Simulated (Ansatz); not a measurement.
# FeSi (P2_13) in Ansatz: reference runs, part 2 of 2

Ansatz 0.2.0.

## (3) Single point, PBEsol, collinear spin, ferromagnetic start (atoms moved at random, drawn with an rms of 0.05 Å)

input.yaml

```yaml
crystal:
  lattice:
    - [4.5507, 0.0, 0.0]
    - [0.0, 4.5507, 0.0]
    - [0.0, 0.0, 4.5507]
  atoms:
    - { symbol: Fe, position: [0.866672, 0.641957, 0.363744], spin: 3.0 }
    - { symbol: Fe, position: [0.638896, 0.352937, 0.852462], spin: 3.0 }
    - { symbol: Fe, position: [0.362681, 0.851481, 0.632745], spin: 3.0 }
    - { symbol: Fe, position: [0.140916, 0.134029, 0.131888], spin: 3.0 }
    - { symbol: Si, position: [0.160863, 0.330741, 0.665561] }
    - { symbol: Si, position: [0.340773, 0.660961, 0.16681] }
    - { symbol: Si, position: [0.6523, 0.150373, 0.328246] }
    - { symbol: Si, position: [0.848419, 0.841394, 0.842758] }
hamiltonian:
  xc: pbesol
  pseudopotentials: { kind: paw }
magnetization:
  spin_polarized: true
kpoints:
  mp_grid: { grid: [6, 6, 6] }
scf:
  occupations: { method: fermi_dirac, width: 0.05 }
output:
  forces: true
  stress: true
  eigenvalues: true
  write_density: true
  write_potential: true
  elf: true
  volumetric_format: npy
```

Potentials or basis: Ansatz PAW.

Launch:

```bash
$ ansatz run input.yaml --threads 4 --pin off --max-ram 11264MiB --backend cpu --events-out ev --progress --plain --runs-dir out
```

The log of the run:

```text
Warning: RAYON_NUM_THREADS=4 ignored (pool sized by the plan → 4); use --threads N
Engine: ansatz 0.2.0, aarch64-unknown-linux-gnu
Pseudopotentials: kind: paw
Pseudopotential: Fe, paw, valence charge 16, recommended cutoff 420 eV (normal), Fe.paw.azcp
Pseudopotential: Si, paw, valence charge 4, recommended cutoff 420 eV (normal), Si.paw.azcp
Functional definition: PBEsol
  exchange = pbesol_x
  correlation = pbesol_c
Crystal: 8 atoms, lattice volume = 94.240 Å³
Basis set: ecut = 420 eV, 1839 PW (Γ), exchange–correlation on 64×64×64 points (8 copies of the dense FFT grid, shifted against one another)
Bands: 56, of which v1, the nominal top of the filled ones, is band 40 counted from 1 (39 counted from 0)
Symmetry: 1 space group operations
Space group: P1 (ITA 1), of the structure as read, at distance tolerance 4.6e-5 Å
Magnetic group: BNS 1.1 (UNI 1), of the structure as read, at distance tolerance 4.6e-5 Å
k-points: 112 of 216 (time reversal used)
Non-local potential: Fe, projectors of the file, l = 0: 3, l = 1: 2, l = 2: 3, l = 3: 1
Non-local potential: Si, projectors of the file, l = 0: 2, l = 1: 2, l = 2: 2
PAW form: soft (Blöchl's): semilocal exchange-correlation on the pseudo side does not see the compensation charge
PAW frozen core: Fe, regenerated for the run's functional, and the local potential with it (the file was generated under x = pbe(κ = 0.804, μ = 0.2195149727645171), c = pbe(β = 0.06672455060314922))
PAW frozen core: Si, regenerated for the run's functional, and the local potential with it (the file was generated under x = pbe(κ = 0.804, μ = 0.2195149727645171), c = pbe(β = 0.06672455060314922))
PAW one-centre angular grid: Fe, 590 points (default); XC on 64 Gauss nodes
[... 43 lines left out ...]
  E_local      = -10812.327790  (includes V_loc(G=0)·N_el)
  E_nonlocal   = 963.828087
  E_hartree    = 4679.357634
  E_xc         = -698.344050
  E_vxc        = -807.930126  (∫ρ·V_xc dr)
  E_paw        = -7329.000932  (= ΣΔE_a)
  E_vpaw       = -1190.681932  (= ΣTr[D̂ρ^β])
  E_aug_tail   = 0.003350  (compensation charges beyond the density's cutoff)
  E_ewald      = -8684.140897
  E_core_change = 0.843049  (= ΣΔE_core)
  E_smearing   = -0.067215  (= −TS)
  E_closure    = 0.000000  (closes the sum)
  Σ components = -20285.796450   (vs F -20285.796450, Δ=0.00e0)
--- Forces (eV/Å), atoms counted from 1 ---
  atom   1  Fe    -0.16360331    -0.64513137     0.04889766
  atom   2  Fe    -0.06268041     0.54355689     0.39271742
  atom   3  Fe     0.35379380     0.37066357     0.33160968
  atom   4  Fe    -0.21600085    -0.01468415     0.37670941
  atom   5  Si    -0.31708444     0.35198375    -0.61117012
  atom   6  Si     0.38365009    -0.58892162    -0.74574911
  atom   7  Si     0.22841579     0.19325395     0.33541731
  atom   8  Si    -0.20649451    -0.21072082    -0.12846284
  max |Σ_I F_I| component: 3.06e-5 eV/Å
--- Stress (GPa, compression-positive) ---
      -16.809075       0.093641       0.238513
        0.093640     -17.669124       0.165854
        0.238513       0.165855     -15.869048
  P = ⅓ Tr σ = -16.7824 GPa (-167.824 kbar)
--- Band table (eV; the first three rows and the last of 224) ---
  k-point 0 ↑: bands = ["-71.6243", "-71.5936", "-71.5756", "-71.4620", "-37.8745", "-37.8522", "-37.8484", "-37.8334", "-37.8070", "-37.7991", "-37.7872", "-37.7778", "-37.7690", "-37.7120", "-37.6649", "-37.6580", "2.5177", "7.5070", "7.6454", "7.7205", "10.2731", "10.2988", "10.4386", "11.8228", "11.9159", "11.9658", "12.3764", "12.4155", "12.5111", "12.6250", "12.7310", "12.7527", "13.1904", "13.2879", "13.3338", "14.5638", "14.6080", "14.6338", "14.6907", "14.6961", "15.4085", "15.4511", "15.4971", "17.7681", "17.8438", "17.9215", "18.3329", "18.4182", "18.9568", "19.0331", "19.1097", "20.3155", "21.3582", "21.4871", "21.5452", "23.3762"]
  k-point 1 ↑: bands = ["-71.6242", "-71.5936", "-71.5756", "-71.4620", "-37.8766", "-37.8525", "-37.8459", "-37.8336", "-37.8077", "-37.7997", "-37.7869", "-37.7765", "-37.7686", "-37.7125", "-37.6654", "-37.6577", "2.7142", "6.6095", "7.7720", "8.2758", "9.8222", "10.4131", "11.0124", "11.2141", "11.5335", "12.2520", "12.4864", "12.5606", "12.6287", "12.7008", "12.7489", "12.7922", "13.1276", "13.2252", "13.5667", "14.3907", "14.4640", "14.6314", "14.6953", "14.8056", "15.2514", "15.3339", "15.9547", "17.2415", "17.3754", "17.7228", "17.8218", "18.7037", "19.2828", "19.3475", "19.6015", "20.6882", "20.9161", "22.1368", "22.2540", "22.6122"]
  k-point 2 ↑: bands = ["-71.6240", "-71.5936", "-71.5757", "-71.4620", "-37.8798", "-37.8538", "-37.8419", "-37.8326", "-37.8100", "-37.8007", "-37.7859", "-37.7742", "-37.7676", "-37.7137", "-37.6664", "-37.6572", "3.2911", "5.3818", "8.0890", "8.6910", "9.6762", "10.5535", "10.7004", "10.9744", "11.6878", "11.9543", "12.4755", "12.5970", "12.7272", "12.7591", "12.8514", "12.9796", "13.0929", "13.3991", "13.6481", "14.0526", "14.4007", "14.5170", "14.7365", "14.7863", "15.1058", "15.1562", "16.4433", "16.8790", "16.9349", "17.1140", "18.2251", "19.1410", "19.6226", "19.7057", "20.2710", "20.7177", "20.8837", "21.3191", "21.6775", "22.6356"]
  k-point 111 ↓: bands = ["-70.5520", "-70.4845", "-70.4716", "-70.4682", "-36.8682", "-36.8052", "-36.7894", "-36.7765", "-36.7468", "-36.7436", "-36.7299", "-36.7180", "-36.6841", "-36.6772", "-36.6715", "-36.6501", "6.2969", "6.4244", "6.5272", "6.5608", "8.9504", "8.9693", "9.0862", "9.1647", "13.0906", "13.1255", "13.1657", "13.2185", "13.2509", "13.2682", "13.2932", "13.3654", "14.8492", "14.8850", "14.9535", "15.0038", "15.0233", "15.1009", "15.1178", "15.1689", "16.1417", "16.1685", "16.1956", "16.2606", "20.2846", "20.3919", "20.4720", "20.5515", "20.9827", "21.0941", "21.1869", "21.1961", "23.1632", "23.2459", "23.2856", "23.3917"]
```

rho_z.tsv:

```text
# z_ang	rho[e/angstrom^3]	rho_spin[e/angstrom^3]
# format = ansatz-planar-average/11
# lattice	4.550700000	0.000000000	0.000000000
# lattice	0.000000000	4.550700000	0.000000000
# lattice	0.000000000	0.000000000	4.550700000
# sites	8
# site	26	3.943964270	2.921353720	1.655289821
# site	26	2.907424027	1.606110406	3.879298823
# site	26	1.650452427	3.874834587	2.879432672
# site	26	0.641266441	0.609925770	0.600182722
# site	14	0.732039254	1.505103069	3.028768443
# site	14	1.550755691	3.007835223	0.759102267
# site	14	2.968421610	0.684302411	1.493749072
# site	14	3.860900343	3.828931676	3.835138831
0.000000	4.660528e-1	1.034120e-2
0.142209	5.629628e-1	1.454144e-2
0.284419	7.660311e-1	2.513855e-2
0.426628	1.004427e0	3.861060e-2
0.568837	1.149734e0	4.719772e-2
0.711047	1.103984e0	4.455283e-2
[... 24 lines left out ...]
4.266281	6.526313e-1	2.340288e-2
4.408491	4.980362e-1	1.330673e-2
```

It took 70 s on 4 threads of Arm Neoverse V2, shared host; peak memory 1.1 GiB.

What came out:

```
Free energy            : -20285.7965 eV
Pressure               : -16.8 GPa
Largest force          : 1.025 eV/Å
Band gap on the k mesh : none (metal or under the smearing width)
Net moment             : 3.40 μB per cell
Absolute moment        : 4.19 μB per cell
Site moments           : Fe +1.00, +0.96, +0.78; Si -0.04, -0.05 μB
```

Forces on the atoms (eV/Å):
```
Fe  -0.164 -0.645  0.049
Fe  -0.063  0.544  0.393
Fe   0.354  0.371  0.332
Fe  -0.216 -0.015  0.377
Si  -0.317  0.352 -0.611
Si   0.384 -0.589 -0.746
Si   0.228  0.193  0.335
Si  -0.206 -0.211 -0.128
```

Stress tensor (GPa, compression positive):
```
-16.81   0.09   0.24
  0.09 -17.67   0.17
  0.24   0.17 -15.87
```

Levels at points of the mesh, in eV from the Fermi level:
Spin up:
| k point | band 40 | band 41 | band 42 | band 43 | band 44 | band 45 |
| --- | --- | --- | --- | --- | --- | --- |
| (0.00, 0.00, 0.00) | -0.63 | 0.08 | 0.13 | 0.17 | 2.44 | 2.52 |
| (0.00, 0.00, -0.50) | -0.50 | -0.35 | -0.30 | 1.21 | 1.24 | 1.52 |
| (0.00, -0.50, 0.00) | -0.50 | -0.31 | -0.29 | 1.10 | 1.25 | 1.55 |
| (0.00, -0.50, -0.50) | -0.82 | 0.09 | 0.14 | 0.71 | 0.74 | 2.08 |
| (-0.50, 0.00, 0.00) | -0.50 | -0.34 | -0.30 | 1.12 | 1.19 | 1.47 |
| (-0.50, 0.00, -0.50) | -0.83 | 0.13 | 0.17 | 0.69 | 0.69 | 2.05 |
| (-0.50, -0.50, 0.00) | -0.83 | 0.08 | 0.18 | 0.62 | 0.71 | 2.08 |
| (-0.50, -0.50, -0.50) | -0.90 | -0.15 | -0.11 | -0.09 | -0.01 | 4.95 |
Spin down:
```
              k point  band 35  band 36  band 37  band 38  band 39  band 40  band 41  band 42
   (0.00, 0.00, 0.00)    -1.49     0.01     0.05     0.11     0.26     0.31     1.03     1.09
  (0.00, 0.00, -0.50)    -0.79    -0.75    -0.07    -0.03     0.31     0.35     0.58     0.66
  (0.00, -0.50, 0.00)    -0.77    -0.75    -0.05     0.00     0.27     0.34     0.63     0.66
 (0.00, -0.50, -0.50)    -0.74    -0.72    -0.59    -0.53    -0.06     0.05     0.94     1.01
  (-0.50, 0.00, 0.00)    -0.75    -0.72    -0.04     0.00     0.31     0.35     0.62     0.67
 (-0.50, 0.00, -0.50)    -0.75    -0.73    -0.63    -0.56     0.00     0.05     0.97     1.01
 (-0.50, -0.50, 0.00)    -0.73    -0.71    -0.66    -0.58    -0.08     0.04     0.97     1.00
(-0.50, -0.50, -0.50)    -0.37    -0.32    -0.30    -0.22    -0.21    -0.15     0.82     0.84
```

Caveat: the PAW data sets come from PBE, with cores solved anew for the run's functional, which leaves a small shift of forces and pressure.
